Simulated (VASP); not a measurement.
Wanted: the native input for a VASP 6.6.1 run.

```
Task                               : band structure
Functional                         : HSE06
Potentials or basis                : VASP PAW PBE potentials, release 64 (Cd, S)
Cutoff                             : 520 eV
k mesh                             : 6 × 6 × 6
Occupations                        : gaussian, width 0.02 eV
Spin                               : no spin polarisation
Grid for exact exchange (PRECFOCK) : Fast
Screening parameter                : 0.2 1/A
Further INCAR settings             : ALGO = Normal; EDIFF = 1e-07
```

Crystal: CdS.

```xyz
2
Lattice="0.0000 2.9178 2.9178 2.9178 0.0000 2.9178 2.9178 2.9178 0.0000" Properties=species:S:1:pos:R:3 pbc="T T T"
Cd    0.0000    0.0000    0.0000
S     4.3768    4.3768    4.3768
```

The cell is a database's computed one.

These files were run (other wordings do the same):

POSCAR

```
CdS
1.0
    0.0000000000      2.9178400000      2.9178400000
    2.9178400000      0.0000000000      2.9178400000
    2.9178400000      2.9178400000      0.0000000000
Cd S
1 1
Direct
    0.0000000000      0.0000000000      0.0000000000
    0.7500000000      0.7500000000      0.7500000000
```

INCAR.step1

```
ALGO = Normal
EDIFF = 1E-5
ENCUT = 520
GGA = PE
ISIF = 2
ISMEAR = 0
LASPH = True
LCHARG = False
LREAL = False
LWAVE = True
NELM = 60
PREC = Accurate
SIGMA = 0.02
```

INCAR.step2

```
ALGO = Normal
EDIFF = 1E-7
ENCUT = 520
GGA = PE
HFSCREEN = 0.2
ISIF = 2
ISMEAR = 0
ISTART = 1
LASPH = True
LCHARG = False
LHFCALC = True
LREAL = False
LWAVE = False
NELM = 60
PREC = Accurate
PRECFOCK = Fast
SIGMA = 0.02
```

KPOINTS

```
k-points
0
Gamma
  6 6 6
```

KPOINTS_OPT

```
path GXWKGLUWLK,UX
10
line-mode
reciprocal
 0.0000000000  0.0000000000  0.0000000000  G
 0.5000000000  0.0000000000  0.5000000000  X

 0.5000000000  0.0000000000  0.5000000000  X
 0.5000000000  0.2500000000  0.7500000000  W

 0.5000000000  0.2500000000  0.7500000000  W
 0.3750000000  0.3750000000  0.7500000000  K

 0.3750000000  0.3750000000  0.7500000000  K
 0.0000000000  0.0000000000  0.0000000000  G

 0.0000000000  0.0000000000  0.0000000000  G
 0.5000000000  0.5000000000  0.5000000000  L

 0.5000000000  0.5000000000  0.5000000000  L
 0.6250000000  0.2500000000  0.6250000000  U

 0.6250000000  0.2500000000  0.6250000000  U
 0.5000000000  0.2500000000  0.7500000000  W

 0.5000000000  0.2500000000  0.7500000000  W
 0.5000000000  0.5000000000  0.5000000000  L

 0.5000000000  0.5000000000  0.5000000000  L
 0.3750000000  0.3750000000  0.7500000000  K

 0.6250000000  0.2500000000  0.6250000000  U
 0.5000000000  0.0000000000  0.5000000000  X
```

Potentials or basis: VASP PAW PBE potentials, release 64 (Cd, S).

Run with:

```console
$ cat potpaw_PBE.64/Cd/POTCAR potpaw_PBE.64/S/POTCAR > POTCAR
$ cp INCAR.step1 INCAR
$ mpirun -np 1 vasp_std > vasp.out
$ cp INCAR.step2 INCAR
$ mpirun -np 1 vasp_std > vasp.out
```

It gave:

The pressure is 1.9 GPa. The band gap on the k mesh is 2.18 eV, direct and the band gap along the path is 2.18 eV, direct.

Caveat: the PAW data sets were made with another functional, which shifts forces and pressure a little.

Wall time 69 min on 1 thread of AMD EPYC 9R45 (Zen 5), with other jobs on the host, peak memory 0.33 GiB.
